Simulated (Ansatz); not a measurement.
# CuI: the cost of one run

Program: Ansatz 0.2.0. Level of theory: DFT PBE+D3(BJ), scalar-relativistic, plane waves, PAW. These are calculated values, not measurements.

3 further runs of the same task are left out: 3 set aside as unsound or not needed.

## 1. The starting structure

Symmetry: P4/nmm, No. 129, tetragonal system. Conventional cell: a = 4.018 Å, b = 4.018 Å, c = 6.231 Å, α = 90.00°, β = 90.00°, γ = 90.00°. Around Cu (site symmetry -4m2) lie 4 I at 2.65 Å and 4 Cu at 2.84 Å. Around I (site symmetry 4mm) lie 4 Cu at 2.65 Å.

As a file:

```cif
data_structure
_symmetry_space_group_name_H-M 'P4/nmm:1'
_symmetry_Int_Tables_number 129
_cell_length_a 4.0185
_cell_length_b 4.0185
_cell_length_c 6.2312
_cell_angle_alpha 90.000
_cell_angle_beta 90.000
_cell_angle_gamma 90.000
_cell_volume 100.62
loop_
_atom_site_label
_atom_site_type_symbol
_atom_site_symmetry_multiplicity
_atom_site_Wyckoff_symbol
_atom_site_fract_x
_atom_site_fract_y
_atom_site_fract_z
_atom_site_occupancy
Cu1 Cu 2 a 0.50000 0.50000 0.00000 1
I1 I 2 c 0.50000 0.00000 0.27613 1
```

It goes back to an entry of the Materials Project, which need not be the stable form.

It is the result of an earlier relaxation at this level (volume 25.16 Å³/atom; gap on the mesh: 1.53 eV).

## 2. Electronic structure at the relaxed geometry

Input file input.yaml:

```yaml
crystal:
  lattice:
    - [4.0184825509, 0.0, 0.0]
    - [0.0, 4.0184825509, 0.0]
    - [0.0, 0.0, 6.2311970878]
  atoms:
    - { symbol: Cu, position: [0.5, 0.5, 0.0] }
    - { symbol: Cu, position: [0.0, 0.0, 0.0] }
    - { symbol: I, position: [0.5, 0.0, 0.2761270414] }
    - { symbol: I, position: [0.0, 0.5, 0.7238729586] }
basis:
  ecutwfc: 420
kpoints:
  mp_grid: { grid: [8, 8, 6] }
  band_path:
    path:
      - [[0.0, 0.0, 0.0], [0.0, 0.5, 0.0], [0.5, 0.5, 0.0], [0.0, 0.0, 0.0], [0.0, 0.0, 0.5], [0.0, 0.5, 0.5], [0.5, 0.5, 0.5], [0.0, 0.0, 0.5]]
      - [[0.0, 0.5, 0.0], [0.0, 0.5, 0.5]]
      - [[0.5, 0.5, 0.0], [0.5, 0.5, 0.5]]
    npoints: 14
hamiltonian:
  xc: pbe
  dispersion: d3bj
scf:
  occupations: { method: gaussian, width: 0.02 }
  n_extra_bands: 10
output:
  forces: true
  stress: true
  eigenvalues: true
  populations: true
  dos: { projected: true, de: 0.02, nscf_kmesh: { grid: [12, 12, 9] } }
  bader: true
  write_density: true
  write_potential: true
  elf: true
  volumetric_format: npy
```

Started as:

```bash
$ ansatz run input.yaml --threads 1 --pin off --max-ram 2560MiB --backend cpu --events-out ev --progress --plain --runs-dir out
```

**Question.** How long does this run take on 1 thread of Arm Neoverse V2, shared host, and how much memory does it need?

About 84 s, with a peak of 0.61 GiB.
